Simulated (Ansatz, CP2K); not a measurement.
Given: the input of a run of CP2K 2026.2 on Ca. This isn't the form of Ca at room conditions, which is fcc.

File ca_scf.inp:

```
&GLOBAL
  PROJECT ca_scf
  RUN_TYPE ENERGY_FORCE
  PRINT_LEVEL LOW
&END GLOBAL
&FORCE_EVAL
  METHOD QS
  STRESS_TENSOR ANALYTICAL
  &DFT
    BASIS_SET_FILE_NAME BASIS_MOLOPT_UZH
    POTENTIAL_FILE_NAME GTH_POTENTIALS
    &MGRID
      CUTOFF 450
      REL_CUTOFF 60
      NGRIDS 4
    &END MGRID
    &QS
      METHOD GPW
      EPS_DEFAULT 1.0E-10
    &END QS
    &KPOINTS
      SCHEME MONKHORST-PACK 9 9 9
      GAMMA_CENTERED T
      SYMMETRY T
      SYMMETRY_BACKEND SPGLIB
    &END KPOINTS
    &SCF
      SCF_GUESS ATOMIC
      EPS_SCF 1.0E-6
      MAX_SCF 100
      ADDED_MOS 8
      CHOLESKY OFF
      EPS_EIGVAL 1.0E-7
      &DIAGONALIZATION ON
        ALGORITHM STANDARD
      &END DIAGONALIZATION
      &MIXING ON
        METHOD BROYDEN_MIXING
        ALPHA 0.4
        BETA 1.5
        NBUFFER 8
      &END MIXING
      &SMEAR ON
        METHOD GAUSSIAN
        SIGMA [eV] 0.1
      &END SMEAR
    &END SCF
    &XC
      &XC_FUNCTIONAL
        &LDA_X
        &END LDA_X
        &LDA_C_PW
        &END LDA_C_PW
      &END XC_FUNCTIONAL
    &END XC
    &PRINT
      &KPOINTS ON
      &END KPOINTS
      &MULLIKEN ON
      &END MULLIKEN
      &MO ON
        ENERGIES T
        OCCUPATION_NUMBERS T
        &EACH
          QS_SCF 0
        &END EACH
        ADD_LAST NUMERIC
      &END MO
    &END PRINT
  &END DFT
  &SUBSYS
    &CELL
      A 3.8142859900 0.0000000000 0.0000000000
      B -1.2854141234 3.5911680753 0.0000000000
      C -1.2644359330 -1.7955840373 3.1186306851
      PERIODIC XYZ
    &END CELL
    &COORD
      SCALED
      Ca  0.5000000000 0.5000000000 0.0000000000
    &END COORD
    &KIND Ca
      BASIS_SET TZVP-MOLOPT-PBE-GTH-q10
      POTENTIAL GTH-PADE-q10
    &END KIND
    &PRINT
      &ATOMIC_COORDINATES ON
      &END ATOMIC_COORDINATES
      &CELL ON
      &END CELL
    &END PRINT
  &END SUBSYS
  &PRINT
    &FORCES ON
    &END FORCES
    &STRESS_TENSOR ON
    &END STRESS_TENSOR
  &END PRINT
&END FORCE_EVAL
```

Potentials or basis: GTH_POTENTIALS Ca GTH-PADE-q10; TZVP-MOLOPT-PBE-GTH basis.

The run is started by

```console
$ OMP_NUM_THREADS=1 cp2k.psmp -i ca_scf.inp -o ca_scf.out
```

**Question.** Set up the same calculation for Ansatz 0.2.0. Potentials or basis there: Ansatz PAW, cutoff 420 eV.

**Answer.** As run (cutoffs and basis follow the program's own potentials, and thresholds, step limits or extra output files can differ):

File input.yaml:

```yaml
crystal:
  lattice:
    - [3.81428599, 0.0, 0.0]
    - [-1.2854141234, 3.5911680753, 0.0]
    - [-1.264435933, -1.7955840373, 3.1186306851]
  atoms:
    - { symbol: Ca, position: [0.5, 0.5, 0.0] }
hamiltonian:
  xc: lda
  pseudopotentials: { kind: paw }
kpoints:
  mp_grid: { grid: [9, 9, 9] }
scf:
  occupations: { method: gaussian, width: 0.1 }
output:
  forces: true
  stress: true
  eigenvalues: true
```

Potentials or basis: Ansatz PAW.

The run is started by

```bash
$ ansatz run input.yaml --threads 1 --pin off --max-ram 3584MiB --backend cpu --events-out ev --progress --plain --runs-dir out
```

Both were run:

|  | CP2K | Ansatz |
| --- | --- | --- |
| Pressure | -1.7 GPa | -1.9 GPa |

Ansatz's pressure holds a Pulay term of +0.00 GPa for its cutoff of 420 eV, which the other run lacks.

Ansatz's potentials were made for PBE.

Where Ansatz's input types no cutoff or centring, it takes its own default and a Γ-centred mesh.

The two programs' LDA may be different fits to the electron gas.

Pressure is positive in compression.
